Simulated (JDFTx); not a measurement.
# TiO2 (P4_2/mnm) in JDFTx: band structure with LDA

Aim: the band structure of TiO2 with LDA.

Everything below comes from runs of JDFTx 1.7.0 (patched build). Logs are shortened: lines on timing, memory, paths and dates and some standing lists are left out, and cuts for length are marked. The log counts tension as positive stress, the text compression.

**Experimental background.**

“Shallow Valence Band of Rutile GeO2 and P-type Doping”, 2020, arxiv:2011.08928 quotes, for a bulk crystal of TiO2 at 1.6 K: band gap 3.03 eV (direct).

The results are compared with them further down.

**1. Starting point**

It takes space group P4_2/mnm (No. 136, tetragonal). Conventional cell: a = 4.600 Å, b = 4.600 Å, c = 2.959 Å, α = 90.00°, β = 90.00°, γ = 90.00°. Ti (site symmetry mmm) is surrounded by 6 O at 1.95 to 1.98 Å. O (site symmetry m2m) has 3 Ti at 1.95 to 1.98 Å as nearest neighbours.

The cell is a database's computed one.

**2. Band structure, LDA**

bands.in

```
lattice \
    8.6924327600     0.0000000000     0.0000000000 \
    0.0000000000     8.6924327600     0.0000000000 \
    0.0000000000     0.0000000000     5.5921031727
coords-type Cartesian
ion Ti     0.0000000000     0.0000000000     2.7960515863 1
ion Ti     4.3462163800     4.3462163800     0.0000000000 1
ion O      2.6452926115     2.6452926115     2.7960515863 1
ion O      1.7009237685     6.9915089915     0.0000000000 1
ion O      6.9915089915     1.7009237685     0.0000000000 1
ion O      6.0471401485     6.0471401485     2.7960515863 1

ion-species pseudo/Ti.upf
ion-species pseudo/O.upf
elec-cutoff 42 336
elec-ex-corr lda-PW
elec-smearing Fermi 0.0018374661
elec-n-bands 32
electronic-minimize nIterations 30 energyDiffThreshold 1e-06
davidson-band-ratio 1.3
forces-output-coords Cartesian
include path.kpoints
symmetries none
fix-electron-density run.$VAR

dump-name bands.$VAR
dump End Ecomponents EigStats BandEigs Kpoints Forces
```

path.kpoints

```
kpoint +0.0000000000 +0.0000000000 +0.0000000000 0.020000000000
kpoint +0.0000000000 +0.1666666667 +0.0000000000 0.020000000000
kpoint +0.0000000000 +0.3333333333 +0.0000000000 0.020000000000
kpoint +0.0000000000 +0.5000000000 +0.0000000000 0.020000000000
kpoint +0.1666666667 +0.5000000000 +0.0000000000 0.020000000000
kpoint +0.3333333333 +0.5000000000 +0.0000000000 0.020000000000
kpoint +0.5000000000 +0.5000000000 +0.0000000000 0.020000000000
kpoint +0.4166666667 +0.4166666667 +0.0000000000 0.020000000000
kpoint +0.3333333333 +0.3333333333 +0.0000000000 0.020000000000
kpoint +0.2500000000 +0.2500000000 +0.0000000000 0.020000000000
kpoint +0.1666666667 +0.1666666667 +0.0000000000 0.020000000000
kpoint +0.0833333333 +0.0833333333 +0.0000000000 0.020000000000
kpoint +0.0000000000 +0.0000000000 +0.0000000000 0.020000000000
kpoint +0.0000000000 +0.0000000000 +0.0833333333 0.020000000000
kpoint +0.0000000000 +0.0000000000 +0.1666666667 0.020000000000
kpoint +0.0000000000 +0.0000000000 +0.2500000000 0.020000000000
kpoint +0.0000000000 +0.0000000000 +0.3333333333 0.020000000000
kpoint +0.0000000000 +0.0000000000 +0.4166666667 0.020000000000
kpoint +0.0000000000 +0.0000000000 +0.5000000000 0.020000000000
kpoint +0.0000000000 +0.1250000000 +0.5000000000 0.020000000000
kpoint +0.0000000000 +0.2500000000 +0.5000000000 0.020000000000
kpoint +0.0000000000 +0.3750000000 +0.5000000000 0.020000000000
kpoint +0.0000000000 +0.5000000000 +0.5000000000 0.020000000000
kpoint +0.1250000000 +0.5000000000 +0.5000000000 0.020000000000
kpoint +0.2500000000 +0.5000000000 +0.5000000000 0.020000000000
kpoint +0.3750000000 +0.5000000000 +0.5000000000 0.020000000000
kpoint +0.5000000000 +0.5000000000 +0.5000000000 0.020000000000
kpoint +0.4285714286 +0.4285714286 +0.5000000000 0.020000000000
kpoint +0.3571428571 +0.3571428571 +0.5000000000 0.020000000000
kpoint +0.2857142857 +0.2857142857 +0.5000000000 0.020000000000
kpoint +0.2142857143 +0.2142857143 +0.5000000000 0.020000000000
kpoint +0.1428571429 +0.1428571429 +0.5000000000 0.020000000000
kpoint +0.0714285714 +0.0714285714 +0.5000000000 0.020000000000
kpoint +0.0000000000 +0.0000000000 +0.5000000000 0.020000000000
kpoint +0.0000000000 +0.5000000000 +0.0000000000 0.020000000000
kpoint +0.0000000000 +0.5000000000 +0.0714285714 0.020000000000
kpoint +0.0000000000 +0.5000000000 +0.1428571429 0.020000000000
kpoint +0.0000000000 +0.5000000000 +0.2142857143 0.020000000000
kpoint +0.0000000000 +0.5000000000 +0.2857142857 0.020000000000
kpoint +0.0000000000 +0.5000000000 +0.3571428571 0.020000000000
kpoint +0.0000000000 +0.5000000000 +0.4285714286 0.020000000000
kpoint +0.0000000000 +0.5000000000 +0.5000000000 0.020000000000
kpoint +0.5000000000 +0.5000000000 +0.0000000000 0.020000000000
kpoint +0.5000000000 +0.5000000000 +0.0714285714 0.020000000000
kpoint +0.5000000000 +0.5000000000 +0.1428571429 0.020000000000
kpoint +0.5000000000 +0.5000000000 +0.2142857143 0.020000000000
kpoint +0.5000000000 +0.5000000000 +0.2857142857 0.020000000000
kpoint +0.5000000000 +0.5000000000 +0.3571428571 0.020000000000
kpoint +0.5000000000 +0.5000000000 +0.4285714286 0.020000000000
kpoint +0.5000000000 +0.5000000000 +0.5000000000 0.020000000000
```

Potentials or basis: PseudoDojo-SR-LDA-0.4.1-standard with smoothed tails.

Command:

```sh
$ jdftx -c 1 -i bands.in -o bands.out
```

The program printed:

```text
*************** JDFTx 1.7.0 (patched build) ***************

Input parsed successfully to the following command list (including defaults):
[... the input with its defaults ...]

---------- Initializing the Grid ----------
R =
[      8.69243            0            0  ]
[            0      8.69243            0  ]
[            0            0       5.5921  ]
unit cell volume = 422.53
G =
[   0.722834          0          0  ]
[          0   0.722834          0  ]
[          0          0    1.12358  ]
Minimum fftbox size, Smin = [  72  72  48  ]
Chosen fftbox size, S = [  72  72  48  ]

---------- Initializing tighter grid for wavefunction operations ----------
R =
[      8.69243            0            0  ]
[            0      8.69243            0  ]
[            0            0       5.5921  ]
unit cell volume = 422.53
G =
[   0.722834          0          0  ]
[          0   0.722834          0  ]
[          0          0    1.12358  ]
Minimum fftbox size, Smin = [  52  52  36  ]
Chosen fftbox size, S = [  54  54  36  ]

---------- Exchange Correlation functional ----------
Initalized Slater LDA exchange.
Initalized Perdew-Wang LDA correlation.

---------- Setting up pseudopotentials ----------
Width of ionic core gaussian charges (only for fluid interactions / plotting) set to 0

Reading pseudopotential file 'pseudo/Ti.upf':
  'Ti' pseudopotential, 'SLA  PW   NOGX NOGC' functional
  Generated using ONCVPSP code by D. R. Hamann
  12 valence electrons, 4 orbitals, 6 projectors, 1001 radial grid points, with lMax = 2
    3S    l: 0   occupation:  2.0   eigenvalue: -2.288285
    3P    l: 1   occupation:  6.0   eigenvalue: -1.425511
    3D    l: 2   occupation:  2.0   eigenvalue: -0.164055
    4S    l: 0   occupation:  2.0   eigenvalue: -0.168820
  Core radius for overlap checks: 1.61 bohrs.

Reading pseudopotential file 'pseudo/O.upf':
  'O' pseudopotential, 'SLA  PW   NOGX NOGC' functional
  Generated using ONCVPSP code by D. R. Hamann
  6 valence electrons, 2 orbitals, 5 projectors, 926 radial grid points, with lMax = 2
    2S    l: 0   occupation:  2.0   eigenvalue: -0.872925
    2P    l: 1   occupation:  4.0   eigenvalue: -0.338004
  Core radius for overlap checks: 1.39 bohrs.

Initialized 2 species with 6 total atoms.

Folded 50 k-points by 1x1x1 to 50 k-points.

---------- Setting up k-points, bands, fillings ----------
No reducable k-points.
Computing the number of bands and number of electrons
Calculating initial fillings.
nElectrons:  48.000000   nBands: 32   nStates: 50

----- Setting up reduced wavefunction bases (one per k-point) -----
average nbasis = 5493.520 , ideal nbasis = 5493.205

---------- Setting up ewald sum ----------
Optimum gaussian width for ewald sums = 2.220773 bohr.
Real space sum over 891 unit cells with max indices [  4  4  5  ]
Reciprocal space sum over 2475 terms with max indices [  7  7  5  ]

---------- Allocating electronic variables ----------
Reading n from file 'run.n' ... done
Initializing wave functions:  linear combination of atomic orbitals

----------- Band structure minimization -------------
Minimization will be done independently for each quantum number.

---- Minimization of quantum number:     0  [ +0.0000000 +0.0000000 +0.0000000 ]  0.040000000 ----
BandDavidson: Iter:   0  Eband: -0.143455783608246
BandDavidson: Iter:   1  Eband: -0.148523243722290  dEband: -5.067460e-03
BandDavidson: Iter:   2  Eband: -0.149383392875201  dEband: -8.601492e-04
BandDavidson: Iter:   3  Eband: -0.149530456561338  dEband: -1.470637e-04
[... 693 lines of inner loops ...]
BandDavidson: Iter:  11  Eband: -0.148912269214412  dEband: -1.314475e-06
BandDavidson: Iter:  12  Eband: -0.148912753006188  dEband: -4.837918e-07
BandDavidson: Converged (dEband<1.000000e-06)
	FillingsUpdate:  mu: +0.353648247  nElectrons: 48.000000

Dumping 'bands.eigStats' ...
	eMin: -1.746802 at state 0 ( [ +0.000000 +0.000000 +0.000000 ] spin 0 )
	HOMO: +0.321393 at state 0 ( [ +0.000000 +0.000000 +0.000000 ] spin 0 )
	mu  : +0.353648
	LUMO: +0.387650 at state 12 ( [ +0.000000 +0.000000 +0.000000 ] spin 0 )
	eMax: +0.565068 at state 0 ( [ +0.000000 +0.000000 +0.000000 ] spin 0 )
	HOMO-LUMO gap: +0.066257
	Optical gap  : +0.066257 at state 12 ( [ +0.000000 +0.000000 +0.000000 ] spin 0 )
Done!
[note: mu, HOMO and LUMO in a band run belong to the points of the path alone and aren't those of the crystal]
```

It took 85 s on 1 thread of AMD EPYC 7R43 (Zen 3), shared host; peak memory 0.23 GiB.

Results:

```yaml
Band_gap_along_the_path: 1.80 eV, direct
```

Levels at the corners of the path, in eV from the valence-band top:
| point | band 21 | band 22 | band 23 | band 24 | band 25 | band 26 | band 27 | band 28 |
| --- | --- | --- | --- | --- | --- | --- | --- | --- |
| Γ | -0.72 | -0.47 | -0.47 | 0.00 | 1.80 | 2.07 | 2.35 | 2.46 |
| X | -1.67 | -1.67 | -0.75 | -0.75 | 2.46 | 2.46 | 2.99 | 2.99 |
| M | -1.32 | -1.32 | -1.10 | -1.10 | 1.84 | 1.84 | 2.48 | 2.48 |
| Γ | -0.72 | -0.47 | -0.47 | 0.00 | 1.80 | 2.07 | 2.35 | 2.46 |
| Z | -2.43 | -2.43 | -1.44 | -1.44 | 2.95 | 2.95 | 3.14 | 3.14 |
| R | -2.07 | -2.07 | -1.05 | -1.05 | 1.84 | 1.84 | 3.17 | 3.17 |
| A | -1.31 | -1.31 | -0.68 | -0.68 | 2.55 | 2.55 | 3.16 | 3.16 |
| Z | -2.43 | -2.43 | -1.44 | -1.44 | 2.95 | 2.95 | 3.14 | 3.14 |
| X | -1.67 | -1.67 | -0.75 | -0.75 | 2.46 | 2.46 | 2.99 | 2.99 |
| R | -2.07 | -2.07 | -1.05 | -1.05 | 1.84 | 1.84 | 3.17 | 3.17 |
| M | -1.32 | -1.32 | -1.10 | -1.10 | 1.84 | 1.84 | 2.48 | 2.48 |
| A | -1.31 | -1.31 | -0.68 | -0.68 | 2.55 | 2.55 | 3.16 | 3.16 |

**3. For comparison**

An earlier run on the cell as given: functional PBEsol; potentials or basis PseudoDojo-SR-PBEsol-0.4.1-standard with smoothed tails; cutoff 1143 eV; density cutoff 9143 eV; k mesh 6 × 6 × 9; occupations fermi-dirac, width 0.05 eV; no spin polarisation.

- Pressure: -3.3 GPa
- Largest force: 0.085 eV/Å
- Band gap on the k mesh: 1.85 eV, direct
- Loewdin charges: Ti +1.38; O -0.65 e

**4. Against experiment**

Step 2. A measured gap of TiO2 is 3.03 eV (direct; 1.6 K; quoted in “Shallow Valence Band of Rutile GeO2 and P-type Doping”, 2020, arxiv:2011.08928); the calculated 1.80 eV misses it by -1.23 eV. 2 values of this kind are on record in papers (3.03 to 3.05 eV); this one was drawn at random among those near their median. The value is that of LDA, without temperature or zero-point motion. Semilocal functionals fall short of measured gaps as a rule. The cell is a database's relaxed one, not the measured one, which moves gaps too.
